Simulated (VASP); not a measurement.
# TePt: equation of state with PBEsol

The system is TePt.

```
Pt Te
1.0
     4.26288    0.00000    0.00000
    -2.13144    3.69176    0.00000
     0.00000    0.00000    5.66177
Pt Te
2 2
Cartesian
  0.0000 0.0000 0.0000
  0.0000 0.0000 2.8309
  0.0000 2.4612 1.4154
  2.1314 1.2306 4.2463
```

Measurements of this composition are mostly on another form, of space group No. 166.

* Program: VASP 6.6.1
* Task: equation of state
* Functional: PBEsol
* Potentials or basis: VASP PAW PBE potentials, release 64 (Pt, Te)
* Cutoff: 520 eV
* k mesh: 7 × 7 × 5
* Occupations: fermi-dirac, width 0.05 eV
* Spin: no spin polarisation
* Ladder: free
* Further INCAR settings: ALGO = Normal; EDIFF = 1e-07; NBANDS = 24

| Property | Result |
| --- | --- |
| Equilibrium volume | 21.39 Å³/atom |
| Bulk modulus at fixed shape and positions | 138 GPa |
| Pressure derivative of the bulk modulus | 5.2 |

Energy against volume, from the lowest point:
| volume (Å³/atom) | energy (meV/atom) |
| --- | --- |
| 20.939 | 4.34 |
| 21.385 | 0.00 |
| 21.830 | 3.70 |
| 22.276 | 14.46 |
| 22.721 | 31.45 |
| 23.167 | 53.89 |
| 23.612 | 81.13 |

All runs of the series together: 5 min on 1 thread of Intel(R) Xeon(R) Platinum 8488C (Sapphire Rapids) (shared host).

Caveat: the cell was scaled at fixed shape and fractional positions, which overstates the stiffness of a crystal with free parameters, most of all of layers and chains; the PAW data sets were made with another functional, which shifts forces and pressure a little. The run has no spin-orbit coupling, so splittings on Pt, Te are missing.
